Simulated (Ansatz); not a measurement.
## Eigenvalues along a path: B (sc type)

```
CELL_PARAMETERS angstrom
1.51518 0.00000 0.00000
0.00000 1.51518 0.00000
0.00000 0.00000 1.51518
ATOMIC_POSITIONS crystal
B 0.00000 0.00000 0.00000
```

The cell comes from a relaxation on PAW files under the same functional, begun from a prototype that needn't be the stable phase.

Level of theory: DFT with PBE, scalar-relativistic, in Ansatz 0.2.0; a Γ-centred 22×22×22 k mesh, Fermi–Dirac smearing of 0.05 eV, no spin polarisation. PAW: frozen-core files, cutoff 420 eV.

This run: volume at 0.52 of the series' base cell.

Path points, in fractions of the reciprocal vectors: Γ (0.000, 0.000, 0.000), X (0.000, 0.500, 0.000), M (0.500, 0.500, 0.000), R (0.500, 0.500, 0.500). The distance column jumps between branches of the path. Levels in eV from the Fermi level; bands 1 to 3, counted from the lowest band of the run. The gap is zero, the pressure 479.7 GPa.

```
# k(1/Å) point b1 b2 b3
0.000 Γ -23.17 22.66 22.66
0.259 - -23.00 19.99 22.86
0.518 - -22.47 15.15 23.45
0.778 - -21.60 10.19 24.41
1.037 - -20.39 5.53 25.68
1.296 - -18.90 1.32 27.15
1.555 - -17.20 -2.33 28.63
1.814 - -15.57 -5.13 29.81
2.073 X -14.78 -6.31 30.27
2.333 - -14.54 -6.24 28.81
2.592 - -13.84 -6.01 25.68
2.851 - -12.67 -5.65 22.30
3.110 - -11.07 -5.20 19.20
3.369 - -9.09 -4.71 16.60
3.628 - -6.87 -4.26 13.49
3.888 - -4.78 -3.93 9.92
4.147 M -3.81 -3.81 8.45
4.513 - -6.15 -3.31 10.65
4.880 - -10.27 -1.83 12.32
5.246 - -14.17 0.63 13.44
5.613 - -17.43 4.06 14.85
5.979 - -19.96 8.40 16.71
6.346 - -21.75 13.56 18.99
6.713 - -22.82 19.15 21.39
7.079 Γ -23.17 22.66 22.66
7.528 - -22.64 19.36 19.36
7.977 - -21.02 14.43 14.43
8.426 - -18.27 10.36 10.36
8.875 - -14.35 7.51 7.51
9.324 - -9.27 5.90 5.90
9.772 - -3.24 5.39 5.39
10.221 - 2.83 5.62 5.62
10.670 R 5.87 5.87 5.87
11.037 - 4.37 4.46 6.35
11.403 - 0.72 1.68 7.80
11.770 - -3.50 -1.00 10.20
12.136 - -7.39 -3.14 13.52
12.503 - -10.56 -4.67 17.70
12.869 - -12.89 -5.64 22.57
13.236 - -14.31 -6.15 27.55
13.603 X -14.78 -6.31 30.27
16.535 R 5.87 5.87 5.87
16.794 - 5.14 5.14 6.08
17.053 - 3.44 3.44 6.70
17.312 - 1.49 1.49 7.69
17.571 - -0.31 -0.31 8.95
17.831 - -1.81 -1.81 10.34
18.090 - -2.91 -2.91 9.45
18.349 - -3.58 -3.58 8.70
18.608 M -3.81 -3.81 8.45
```
